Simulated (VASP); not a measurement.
# MgO (P-6m2) in VASP: a series of runs

Runs on MgO. Level: PBE. Tasks: single point.

All numbers are computed with VASP 6.6.1; they aren't measurements. Logs are shortened: lines on timing, memory, paths and dates and some standing lists are left out, and cuts for length are marked.

**1. The structure**

It takes space group P-6m2 (No. 187, hexagonal). Conventional cell: a = 2.938 Å, b = 2.938 Å, c = 2.680 Å, α = 90.00°, β = 90.00°, γ = 120.00°. Mg (site symmetry -6m2) has 6 O at 2.16 Å as nearest neighbours. O (site symmetry -6m2) has 6 Mg at 2.16 Å as nearest neighbours.

Measurements of this composition are mostly on another form, of space group No. 225.

**2. Single point, PBE**

Input file INCAR:

```
ADDGRID = False
ALGO = Normal
EDIFF = 1E-7
ENCUT = 800
GGA = PE
ISIF = 2
ISMEAR = 0
LASPH = True
LCHARG = False
LREAL = False
LWAVE = False
NELM = 100
PREC = Accurate
SIGMA = 0.05
```

Input file KPOINTS:

```
k-points
0
Gamma
  8 8 7
```

Input file POSCAR:

```
MgO
1.0
    2.9380209034      0.0000000000      0.0000000000
   -1.4690104517      2.5444007392      0.0000000000
    0.0000000000      0.0000000000      2.6796800000
Mg O
1 1
Direct
    0.0000000000      0.0000000000      0.0000000000
    0.3333333333      0.6666666667      0.5000000000
```

Potentials or basis: VASP PAW PBE potentials, release 64 (Mg, O_h).

Command:

```
$ cat potpaw_PBE.64/Mg/POTCAR potpaw_PBE.64/O_h/POTCAR > POTCAR
$ mpirun -np 1 vasp_std > vasp.out
```

OUTCAR:

```text
EDIFF = 1E-7
   ENCUT = 800
   GGA = PE
   ISIF = 2
   ISMEAR = 0
   LASPH = True
   LREAL = False
   NELM = 100
   PREC = Accurate

 Found     40 irreducible k-points:

 Following reciprocal coordinates:
            Coordinates               Weight
  0.000000  0.000000  0.000000      1.000000
  0.125000  0.000000  0.000000      6.000000
  0.250000  0.000000  0.000000      6.000000
  0.375000  0.000000  0.000000      6.000000
  0.500000  0.000000  0.000000      3.000000
  0.125000  0.125000  0.000000      6.000000
   k-points           NKPTS =     40   k-points in BZ     NKDIM =     40   number of bands    NBANDS=      8
   number of dos      NEDOS =    301   number of ions     NIONS =      2
   total plane-waves  NPLWV =  21952
   dimension x,y,z NGX =    28 NGY =   28 NGZ =   28
   dimension x,y,z NGXF=    56 NGYF=   56 NGZF=   56
   ions per type =               1   1
   NGX,Y,Z   is equivalent  to a cutoff of  15.84, 15.84, 17.37 a.u.
   NGXF,Y,Z  is equivalent  to a cutoff of  31.69, 31.69, 34.74 a.u.
 SYSTEM =  unknown system
   PREC   = accura    normal or accurate (medium, high low for compatibility)
   ISTART =      0    job   : 0-new  1-cont  2-samecut
   ICHARG =      2    charge: 1-file 2-atom 10-const
   ISPIN  =      1    spin polarized calculation?
   LNONCOLLINEAR =      F non collinear calculations
   LSORBIT =      F    spin-orbit coupling
   LASPH  =      T    aspherical Exc in radial PAW
   ENCUT  =  800.0 eV  58.80 Ry    7.67 a.u.   6.78  6.78  6.18*2*pi/ulx,y,z
   NELM   =    100;   NELMIN=  2; NELMDL= -5     # of ELM steps
   EDIFF  = 0.1E-06   stopping-criterion for ELM
   LREAL  =      F    real-space projection
   EDIFFG = 0.1E-05   stopping-criterion for IOM
   NSW    =      0    number of steps for IOM
   IBRION =     -1    ionic relax: 0-MD 1-quasi-New 2-CG
   NFREE  =      0    steps in history (QN), initial steepest desc. (CG)
   ISIF   =      2    stress and relaxation
   ISYM   =      2    0-nonsym 1-usesym 2-fastsym
   POTIM  = 0.5000    time-step for ionic-motion
   TEBEG  =    0.0;   TEEND  =   0.0 temperature during run
   PSTRESS=    0.0 pullay stress
   NELECT =       8.0000    total number of electrons
   NUPDOWN=      -1.0000    fix difference up-down
   EMIN   =  10.00;   EMAX   =-10.00  energy-range for DOS
   EFERMI =   0.00;   METHOD = LEGACY
   ISMEAR =     0;   SIGMA  =   0.05  broadening in eV -4-tet -1-fermi 0-gaus
   EFERMI_NEDOS =   21; number of points for ismear=-14 and -15
   IALGO  =     38    algorithm
   IMIX   =      4    mixing-type and parameters
     AMIX     =   0.40;   BMIX     =  1.00
     AMIX_MAG =   1.60;   BMIX_MAG =  1.00
  volume/ion in A,a.u.               =      10.02        67.59
  Fermi-wavevector in a.u.,A,eV,Ry     =   1.205583  2.278221 19.775115  1.453430
  Thomas-Fermi vector in A             =   2.341275
   LORBIT       =      0    0 simple, 1 ext, 2 COOP (PROOUT), +10 PAW based schemes
   GGA     = PE    functional components
   LHFCALC =     F    Hartree Fock is set to
   AEXX    =    0.0000 exact exchange contribution
   IVDW    =     0    specifies the selected vdW correction
   LEPSILON=     F    determine dielectric tensor
   LRPA    =     F    only Hartree local field effects (RPA)
 non-spin polarized calculation
 Gauss-broadening in eV      SIGMA  =   0.05
  energy-cutoff  :      800.00
  volume of cell :       20.03
 maximum number of plane-waves:      1038
 NGX is ok and might be reduce to    28
   NGX = 13   NGY = 13   NGZ = 13

 number of electron       7.9999998 magnetization

 Free energy of the ion-electron system (eV)
  ---------------------------------------------------
  ext. energy  EPLUGINS =         0.00000000
  ---------------------------------------------------
  free energy    TOTEN  =       -11.23524002 eV

  energy without entropy =      -11.23524002  energy(sigma->0) =      -11.23524002

 E-fermi :   3.9934     XC(G=0): -10.7379

 val. band max:        3.6804236977   @ k =   0.3750   0.2500   0.0000
 cond. band min:       6.6835770937   @ k =   0.0000   0.0000   0.0000
 fundamental gap:      3.0031533960
 Fermi energy:         3.9934160241

 k-point     1 :       0.0000    0.0000    0.0000
  band No.  band energies     occupation
      1     -13.7503      2.00000
      2       3.0860      2.00000
      3       3.0860      2.00000
      4       3.2891      2.00000
      5       6.6836      0.00000
      6      15.5582      0.00000
      7      19.2536      0.00000
      8      19.2536      0.00000

 k-point     2 :       0.1250    0.0000    0.0000
  band No.  band energies     occupation
      1     -13.6162      2.00000
      2       2.1260      2.00000
      3       2.9709      2.00000
      4       3.3371      2.00000
      5       7.5936      0.00000
      6      15.5302      0.00000
      7      17.9871      0.00000
      8      19.6449      0.00000

 k-point     3 :       0.2500    0.0000    0.0000
  band No.  band energies     occupation
      1     -13.2712      2.00000
      2       0.5362      2.00000
      3       2.7104      2.00000
      4       3.4574      2.00000
      5       9.0508      0.00000
      6      14.6848      0.00000
      7      17.4944      0.00000
      8      20.5186      0.00000

 k-point     4 :       0.3750    0.0000    0.0000
  band No.  band energies     occupation
      1     -12.8899      2.00000
      2      -0.7145      2.00000
      3       2.4685      2.00000
      4       3.5851      2.00000
      5      10.0370      0.00000
      6      14.0942      0.00000
      7      17.2134      0.00000
      8      21.2396      0.00000

 k-point     5 :       0.5000    0.0000    0.0000
  band No.  band energies     occupation
      1     -12.7189      2.00000
      2      -1.1907      2.00000
      3       2.3718      2.00000
      4       3.6391      2.00000
      5      10.2825      0.00000
      6      14.2166      0.00000
      7      16.7758      0.00000
      8      21.4820      0.00000

 k-point     6 :       0.1250    0.1250    0.0000
  band No.  band energies     occupation
      1     -13.3759      2.00000
      2       1.0259      2.00000
      3       2.6641      2.00000
      4       3.4217      2.00000
      5       8.7399      0.00000
      6      15.0097      0.00000
      7      17.5231      0.00000
      8      20.0991      0.00000

 [... further k-points ...]

------------------------ aborting loop because EDIFF is reached ----------------------------------------

  FORCE on cell =-STRESS in cart. coord.  units (eV):
  Direction    XX          YY          ZZ          XY          YZ          ZX
  --------------------------------------------------------------------------------------
  -------------------------------------------------------------------------------------
  Total       -0.4378816     -0.4378816     -0.4498149      0.0000000      0.0000000      0.0000000
  in kB      -35.0222436    -35.0222436    -35.9766772      0.0000000      0.0000000      0.0000000
  external PRESSURE =     -35.3403881 kB  Pullay stress =       0.0000000 kB

 VOLUME and BASIS-vectors are now :
 -----------------------------------------------------------------------------
  energy-cutoff  :      800.00
  volume of cell :       20.03
      direct lattice vectors                 reciprocal lattice vectors
     2.938020903  0.000000000  0.000000000     0.340365175  0.196509926  0.000000000
    -1.469010452  2.544400739  0.000000000     0.000000000  0.393019851  0.000000000
     0.000000000  0.000000000  2.679680000     0.000000000  0.000000000  0.373178887

 POSITION                                       TOTAL-FORCE (eV/Angst)
 -----------------------------------------------------------------------------------
      0.00000      0.00000      0.00000        -0.000000      0.000000      0.000000
     -0.00000      1.69627      1.33984         0.000000      0.000000      0.000000
 -----------------------------------------------------------------------------------
    total drift:                               -0.000001      0.000000     -0.000000

  FREE ENERGIE OF THE ION-ELECTRON SYSTEM (eV)
  ---------------------------------------------------
  free  energy   TOTEN  =       -11.2352400172 eV

  energy  without entropy=      -11.2352400172  energy(sigma->0) =      -11.23524002
```

It took 11 s on 1 thread of AMD EPYC 7R13 (Zen 3), shared host; peak memory 0.14 GiB.

The run converged, but some of its settings lie outside the range that counts as converged, so its numbers aren't taken as properties of the crystal.

What came out:

* Free energy: -11.2352 eV
* Band gap on the k mesh: 3.00 eV, indirect (least direct gap 3.39 eV)

Caveat: the cutoff is under 1.25 times the usual one of these potentials, so pressure, stress and relaxed cells hold a basis-set (Pulay) error; an odd mesh through Γ misses points on the zone boundary, where band edges often lie.

**3. Single point, PBE**

INCAR is that of step 2.

KPOINTS is that of step 2.

Input file POSCAR:

```
MgO
1.0
    2.9380209034      0.0000000000      0.0000000000
   -1.4690104517      2.5444007392      0.0000000000
    0.0000000000      0.0000000000      2.6796800000
Mg O
1 1
Direct
   -0.0050010000     -0.0013850000      0.0023980000
    0.2972290000      0.6917140000      0.5132270000
```

Potentials or basis: VASP PAW PBE potentials, release 64 (Mg, O_h).

Command:

```
$ cat potpaw_PBE.64/Mg/POTCAR potpaw_PBE.64/O_h/POTCAR > POTCAR
$ mpirun -np 1 vasp_std > vasp.out
```

Wall time 54 s (1 thread of AMD EPYC 7R13 (Zen 3), shared host); peak memory 0.19 GiB.

The run converged, but some of its settings lie outside the range that counts as converged, so its numbers aren't taken as properties of the crystal.

Results:

```yaml
Free_energy: -11.1894 eV
Largest_force: 0.671 eV/Å
Band_gap_on_the_k_mesh: 2.95 eV, indirect (least direct gap 3.40 eV)
```

Caveat: the cutoff is under 1.25 times the usual one of these potentials, so pressure, stress and relaxed cells hold a basis-set (Pulay) error; an odd mesh through Γ misses points on the zone boundary, where band edges often lie.

(Part 1 of 2 ends here.)
